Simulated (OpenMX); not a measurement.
# MoSe2 under changes of volume

One of the cells (20.129 Å³/atom); the others are scaled copies at fixed shape and fractional positions:

```
CELL_PARAMETERS angstrom
3.28800 0.00000 0.00000
-1.64400 2.84749 0.00000
0.00000 0.00000 12.90000
ATOMIC_POSITIONS crystal
Mo 0.66667 0.33333 0.75000
Mo 0.33333 0.66667 0.25000
Se 0.66667 0.33333 0.37500
Se 0.33333 0.66667 0.87500
Se 0.66667 0.33333 0.12500
Se 0.33333 0.66667 0.62500
```

| Quantity | Value |
| --- | --- |
| Program | OpenMX 3.8.5 |
| Functional | PBE |
| Potentials or basis | OpenMX 2013 PBE set, Mo7.0-s3p2d1, Se7.0-s3p2d1, fixed grid of 35 × 35 × 160 points |
| k mesh | 9 × 9 × 3 |
| Occupations | fermi-dirac, width 0.05 eV |
| Spin | no spin polarisation |

```csv
volume (Å³/atom),energy over the lowest point (meV/atom),gap on the mesh (eV),largest force (eV/Å)
18.922,162.83,0.93,2.822
19.324,?,?,?
19.727,75.60,0.92,1.939
20.129,45.61,0.91,1.547
20.532,23.50,0.90,1.187
20.935,8.53,0.90,0.855
21.337,0.00,0.89,0.546
```

Task: What does the run at 19.324 Å³/atom give?

Result: Energy over the lowest point 114.36 meV/atom; gap on the mesh 0.92 eV; largest force 2.363 eV/Å.

Worked out: A Birch-Murnaghan fit of order 3 (a polynomial in V^(-2/3)) to the other rows has its minimum at 21.74 Å³/atom, just outside them, with B0 = V·E''(V) = 113 GPa and B' = 4.5 at fixed shape and positions, which overstates the stiffness. It gives 114.40 meV/atom at 19.324 Å³/atom, against the run's 114.36. A straight line through the other rows of the gap, of slope -0.335 eV per unit of ln V, gives 0.92 eV, against the run's 0.92.

Energies are extrapolated to zero smearing.

Caveats: an odd mesh through Γ misses points on the zone boundary, where band edges often lie; the cell's inner coordinates are idealised or old, which leaves forces on the atoms; this functional lacks dispersion, which binds the layers, so the pressure and a relaxed spacing across them are unreliable; the basis of atomic orbitals isn't converged, which shifts pressures, moduli and gaps. Spin-orbit coupling on Mo, Se is left out.
